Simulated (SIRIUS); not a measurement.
A run of SIRIUS 7.12.0 is set up as follows.

Contents of sirius.json:

```json
{
  "control": {
    "processing_unit": "cpu",
    "std_evp_solver_name": "lapack",
    "gen_evp_solver_name": "lapack",
    "verbosity": 2,
    "print_forces": true,
    "ortho_rf": true,
    "use_second_variation": true,
    "rmt_max": 3.0,
    "num_bands_to_print": 24,
    "save_wf": true
  },
  "parameters": {
    "electronic_structure_method": "full_potential_lapwlo",
    "xc_functionals": ["XC_GGA_X_PBE", "XC_GGA_C_PBE"],
    "core_relativity": "dirac",
    "valence_relativity": "iora",
    "num_fv_states": 28,
    "smearing": "fermi_dirac",
    "smearing_width": 0.0018374661,
    "pw_cutoff": 20,
    "gk_cutoff": 3.5,
    "lmax_apw": 10,
    "lmax_rho": 8,
    "lmax_pot": 8,
    "num_mag_dims": 0,
    "auto_rmt": 0,
    "ngridk": [8, 8, 8],
    "shiftk": [0, 0, 0],
    "num_dft_iter": 80,
    "energy_tol": 1e-07,
    "density_tol": 1e-05,
    "use_symmetry": true
  },
  "settings": {"tol_ne": 1e-10},
  "iterative_solver": {"type": "exact"},
  "mixer": {"type": "anderson", "beta": 0.5, "max_history": 8},
  "unit_cell": {
    "lattice_vectors": [[0.0, 5.4309935137, 5.4309935137], [5.4309935137, 0.0, 5.4309935137], [5.4309935137, 5.4309935137, 0.0]],
    "atom_types": ["Cd", "Se"],
    "atom_files": {"Cd": "Cd.json", "Se": "Se.json"},
    "atoms": {"Cd": [[0.0, 0.0, 0.0]], "Se": [[0.5, 0.5, 0.5]]}
  }
}
```

Contents of Cd.json:

```json
{
  "name": "cadmium",
  "symbol": "Cd",
  "number": 48,
  "mass": 112.411,
  "rmin": 1e-06,
  "rmt": 2.54,
  "nrmt": 800,
  "rinf": 14.45,
  "core": "1s2s2p3s3p3d",
  "valence": [
    {"basis": [{"enu": -0.04, "dme": 0, "n": 0, "auto": 0}, {"enu": -0.04, "dme": 1, "n": 0, "auto": 0}]},
    {"l": 0, "n": 1, "basis": [{"enu": 0.06, "dme": 0, "n": 0, "auto": 0}]},
    {"l": 1, "n": 2, "basis": [{"enu": 0.06, "dme": 0, "n": 0, "auto": 0}]},
    {"l": 2, "n": 3, "basis": [{"enu": -0.0002, "dme": 0, "n": 0, "auto": 0}]},
    {"l": 3, "n": 4, "basis": [{"enu": 0.06, "dme": 0, "n": 0, "auto": 0}]}
  ],
  "lo": [
    {"l": 0, "basis": [{"enu": 0.06, "dme": 0, "n": 0, "auto": 0}, {"enu": 0.06, "dme": 1, "n": 0, "auto": 0}]},
    {
      "l": 0,
      "basis": [{"enu": -3.5989, "dme": 0, "n": 4, "auto": 1}, {"enu": -3.5989, "dme": 1, "n": 4, "auto": 1}]
    },
    {
      "l": 0,
      "basis": [{"enu": -3.5989, "dme": 1, "n": 4, "auto": 1}, {"enu": 0.06, "dme": 0, "n": 0, "auto": 0}]
    },
    {"l": 0, "basis": [{"enu": 0.06, "dme": 0, "n": 0, "auto": 0}, {"enu": 2.54, "dme": 0, "n": 0, "auto": 0}]},
    {"l": 1, "basis": [{"enu": 0.06, "dme": 0, "n": 0, "auto": 0}, {"enu": 0.06, "dme": 1, "n": 0, "auto": 0}]},
    {
      "l": 1,
      "basis": [{"enu": -2.1796, "dme": 0, "n": 4, "auto": 1}, {"enu": -2.1796, "dme": 1, "n": 4, "auto": 1}]
    },
    {
      "l": 1,
      "basis": [{"enu": -2.1796, "dme": 1, "n": 4, "auto": 1}, {"enu": 0.06, "dme": 0, "n": 0, "auto": 0}]
    },
    {"l": 1, "basis": [{"enu": 0.06, "dme": 0, "n": 0, "auto": 0}, {"enu": 2.912, "dme": 0, "n": 0, "auto": 0}]},
    {
      "l": 2,
      "basis": [{"enu": -0.0002, "dme": 0, "n": 0, "auto": 0}, {"enu": -0.0002, "dme": 1, "n": 0, "auto": 0}]
    },
    {
      "l": 2,
      "basis": [{"enu": -0.0002, "dme": 1, "n": 0, "auto": 0}, {"enu": -0.0002, "dme": 2, "n": 0, "auto": 0}]
    },
    {
      "l": 2,
      "basis": [{"enu": -0.0002, "dme": 0, "n": 0, "auto": 0}, {"enu": 2.4178, "dme": 0, "n": 0, "auto": 0}]
    },
    {"l": 3, "basis": [{"enu": 0.06, "dme": 0, "n": 0, "auto": 0}, {"enu": 0.06, "dme": 1, "n": 0, "auto": 0}]},
    {"l": 3, "basis": [{"enu": 0.06, "dme": 0, "n": 0, "auto": 0}, {"enu": 2.757, "dme": 0, "n": 0, "auto": 0}]}
  ],
  "free_atom": [... radial grid and density of the free atom, the start of the SCF ...]
}
```

The input Se.json:

```json
{
  "name": "selenium",
  "symbol": "Se",
  "number": 34,
  "mass": 78.96,
  "rmin": 1e-06,
  "rmt": 2.4,
  "nrmt": 800,
  "rinf": 13.6,
  "core": "1s2s2p3s",
  "valence": [
    {"basis": [{"enu": -0.04, "dme": 0, "n": 0, "auto": 0}, {"enu": -0.04, "dme": 1, "n": 0, "auto": 0}]},
    {"l": 0, "n": 1, "basis": [{"enu": -0.0883, "dme": 0, "n": 0, "auto": 0}]},
    {"l": 1, "n": 2, "basis": [{"enu": 0.06, "dme": 0, "n": 0, "auto": 0}]},
    {"l": 2, "n": 3, "basis": [{"enu": 0.06, "dme": 0, "n": 0, "auto": 0}]},
    {"l": 3, "n": 4, "basis": [{"enu": 0.06, "dme": 0, "n": 0, "auto": 0}]}
  ],
  "lo": [
    {
      "l": 0,
      "basis": [{"enu": -0.0883, "dme": 0, "n": 0, "auto": 0}, {"enu": -0.0883, "dme": 1, "n": 0, "auto": 0}]
    },
    {
      "l": 0,
      "basis": [{"enu": -0.0883, "dme": 1, "n": 0, "auto": 0}, {"enu": -0.0883, "dme": 2, "n": 0, "auto": 0}]
    },
    {
      "l": 0,
      "basis": [{"enu": -0.0883, "dme": 0, "n": 0, "auto": 0}, {"enu": 1.995, "dme": 0, "n": 0, "auto": 0}]
    },
    {"l": 1, "basis": [{"enu": 0.06, "dme": 0, "n": 0, "auto": 0}, {"enu": 0.06, "dme": 1, "n": 0, "auto": 0}]},
    {
      "l": 1,
      "basis": [{"enu": -5.3006, "dme": 0, "n": 3, "auto": 1}, {"enu": -5.3006, "dme": 1, "n": 3, "auto": 1}]
    },
    {
      "l": 1,
      "basis": [{"enu": -5.3006, "dme": 1, "n": 3, "auto": 1}, {"enu": 0.06, "dme": 0, "n": 0, "auto": 0}]
    },
    {"l": 1, "basis": [{"enu": 0.06, "dme": 0, "n": 0, "auto": 0}, {"enu": 3.2544, "dme": 0, "n": 0, "auto": 0}]},
    {"l": 2, "basis": [{"enu": 0.06, "dme": 0, "n": 0, "auto": 0}, {"enu": 0.06, "dme": 1, "n": 0, "auto": 0}]},
    {
      "l": 2,
      "basis": [{"enu": -1.6595, "dme": 0, "n": 3, "auto": 1}, {"enu": -1.6595, "dme": 1, "n": 3, "auto": 1}]
    },
    {
      "l": 2,
      "basis": [{"enu": -1.6595, "dme": 1, "n": 3, "auto": 1}, {"enu": 0.06, "dme": 0, "n": 0, "auto": 0}]
    },
    {"l": 2, "basis": [{"enu": 0.06, "dme": 0, "n": 0, "auto": 0}, {"enu": 3.6711, "dme": 0, "n": 0, "auto": 0}]},
    {"l": 3, "basis": [{"enu": 0.06, "dme": 0, "n": 0, "auto": 0}, {"enu": 0.06, "dme": 1, "n": 0, "auto": 0}]},
    {"l": 3, "basis": [{"enu": 0.06, "dme": 0, "n": 0, "auto": 0}, {"enu": 3.0808, "dme": 0, "n": 0, "auto": 0}]}
  ],
  "free_atom": [... radial grid and density of the free atom, the start of the SCF ...]
}
```

Contents of sirius_start.json:

```json
{
  "control": {
    "processing_unit": "cpu",
    "std_evp_solver_name": "lapack",
    "gen_evp_solver_name": "lapack",
    "verbosity": 1,
    "print_forces": false,
    "ortho_rf": true,
    "use_second_variation": true,
    "rmt_max": 3.0,
    "num_bands_to_print": 24,
    "save_wf": false
  },
  "parameters": {
    "electronic_structure_method": "full_potential_lapwlo",
    "xc_functionals": ["XC_LDA_X", "XC_LDA_C_PW"],
    "core_relativity": "dirac",
    "valence_relativity": "iora",
    "num_fv_states": 28,
    "smearing": "fermi_dirac",
    "smearing_width": 0.0055123983,
    "pw_cutoff": 20,
    "gk_cutoff": 2.8,
    "lmax_apw": 10,
    "lmax_rho": 8,
    "lmax_pot": 8,
    "num_mag_dims": 0,
    "auto_rmt": 0,
    "ngridk": [3, 3, 3],
    "shiftk": [0, 0, 0],
    "num_dft_iter": 30,
    "energy_tol": 0.01,
    "density_tol": 0.05,
    "use_symmetry": true
  },
  "settings": {"tol_ne": 1e-10},
  "iterative_solver": {"type": "exact"},
  "mixer": {"type": "anderson", "beta": 0.5, "max_history": 8},
  "unit_cell": {
    "lattice_vectors": [[0.0, 5.4309935137, 5.4309935137], [5.4309935137, 0.0, 5.4309935137], [5.4309935137, 5.4309935137, 0.0]],
    "atom_types": ["Cd", "Se"],
    "atom_files": {"Cd": "Cd.json", "Se": "Se.json"},
    "atoms": {"Cd": [[0.0, 0.0, 0.0]], "Se": [[0.5, 0.5, 0.5]]}
  }
}
```

Potentials or basis: all-electron FP-LAPW, apw+lo standard.

Run with:

```console
$ OMP_NUM_THREADS=1 sirius.scf --input=sirius_start.json --output=start.json
$ OMP_NUM_THREADS=1 sirius.scf --input=sirius.json --output=output.json --task=1
```

Problem. Predict the band gap on the k mesh.

Solution. None (metal or under the smearing width).
